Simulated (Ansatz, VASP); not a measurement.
# Two plane-wave programs on GaN

File POSCAR:

```
GaN
1.0
    3.1181689119      0.0000000000      0.0000000000
   -1.5590844560      2.7004134910      0.0000000000
    0.0000000000      0.0000000000      5.0778072532
Ga N
2 2
Direct
    0.3333333333      0.6666666667     -0.0008868111
    0.6666666667      0.3333333333      0.4991131889
    0.3333333333      0.6666666667      0.3758868111
    0.6666666667      0.3333333333      0.8758868111
```

INCAR.step1

```
PREC     = Accurate       # precision mode
ENCUT    = 520            # plane-wave cutoff, eV
ISMEAR   = 0              # smearing method
SIGMA    = 0.01           # smearing width, eV
LREAL    = False          # projectors in reciprocal space
LASPH    = True           # aspherical terms in the spheres
NELM     = 100            # most SCF steps
NBANDS   = 26             # bands
GGA      = PE             # functional
ALGO     = Normal         # electronic algorithm
EDIFF    = 1E-4           # SCF threshold, eV
LWAVE    = True           # write WAVECAR
LCHARG   = False          # write CHGCAR
```

Contents of INCAR.step2:

```
PREC     = Accurate       # precision mode
ENCUT    = 520            # plane-wave cutoff, eV
EDIFF    = 1E-6           # SCF threshold, eV
ISMEAR   = 0              # smearing method
SIGMA    = 0.01           # smearing width, eV
LREAL    = False          # projectors in reciprocal space
LASPH    = True           # aspherical terms in the spheres
NELM     = 100            # most SCF steps
ALGO     = Normal         # electronic algorithm
ISIF     = 2              # what is computed and relaxed
LWAVE    = False          # write WAVECAR
LCHARG   = False          # write CHGCAR
METAGGA  = R2SCAN         # meta-GGA
LMIXTAU  = True         
NBANDS   = 26             # bands
ISTART   = 1
```

Contents of KPOINTS:

```
Automatic mesh
0
Gamma
  9 9 4
```

Input for Ansatz:

```yaml
crystal:
  lattice:
    - [3.1181689119, 0.0, 0.0]
    - [-1.559084456, 2.700413491, 0.0]
    - [0.0, 0.0, 5.0778072532]
  atoms:
    - { symbol: Ga, position: [0.3333333333, 0.6666666667, -0.0008868111] }
    - { symbol: Ga, position: [0.6666666667, 0.3333333333, 0.4991131889] }
    - { symbol: "N", position: [0.3333333333, 0.6666666667, 0.3758868111] }
    - { symbol: "N", position: [0.6666666667, 0.3333333333, 0.8758868111] }
kpoints:
  mp_grid: { grid: [9, 9, 4] }
hamiltonian:
  xc: r2scan
scf:
  occupations: { method: fixed }
  n_extra_bands: 5
output:
  forces: true
  stress: true
  eigenvalues: true
```

Alike in both runs: task single point; functional r2SCAN; k mesh 9 × 9 × 4; no spin polarisation.

|  | VASP | Ansatz |
| --- | --- | --- |
| version | VASP 6.6.1 | Ansatz 0.2.0 |
| potentials or method | VASP PAW PBE potentials, release 64 (Ga_d, N) | plane waves, PAW |
| plane-wave cutoff (eV) | 520 | 500 |
| occupations | gaussian, width 0.01 eV | fixed |
| valence electrons in the cell | 36 | 36 |

|  | VASP | Ansatz | Ansatz less VASP |
| --- | --- | --- | --- |
| gap on the k mesh at the Fermi level (eV) | 2.77 | 2.78 | +0.010 |
| pressure (GPa) | 15.2 | 13.9 | -1.31 |
| largest component of the traceless stress (GPa) | 0.16 | 0.07 | -0.094 |
| rms of the force components (eV/Å) | 0.009 | 0.007 | -0.0021 |

Atom by atom the forces differ by 0.002 eV/Å (rms over components).

Caveats: so large a pressure means that the cell lies far from this level's equilibrium, or that cutoff or potentials fall short (VASP); the potentials were made for another functional, which shifts forces and pressure (VASP). r2SCAN opens gaps a little over a GGA but as a rule still falls short of measured ones.
